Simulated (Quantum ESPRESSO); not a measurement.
The system is PbS (Galena).

```
CELL_PARAMETERS angstrom
0.00000 2.96575 2.96575
2.96575 0.00000 2.96575
2.96575 2.96575 0.00000
ATOMIC_POSITIONS crystal
Pb 0.00000 0.00000 0.00000
S 0.50000 0.50000 0.50000
```

Program: Quantum ESPRESSO 7.5. Alike in all runs: no spin polarisation; cell as given; cutoff (eV) 762; smearing fermi-dirac 0.05 eV.

**Question.** Order these runs on this cell by their band gap on the k mesh, lowest first.
A. level HLE16; potentials or basis PseudoDojo 0.4.1 SR PBE standard; k mesh 8 × 8 × 8
B. level PBE; potentials or basis SG15 PBE 1.2; k mesh 6 × 6 × 6
C. level vdW-DF2; potentials or basis PseudoDojo 0.4.1 SR PBE standard; k mesh 8 × 8 × 8

**Answer.** B (0.37 eV), C (0.54 eV), A (1.48 eV).

Caveats: spin-orbit coupling is left out, which as a rule narrows the gap of such compounds by several tenths of an eV; the potentials were made for a functional far from this one (some runs).

A k mesh can miss the band edges.
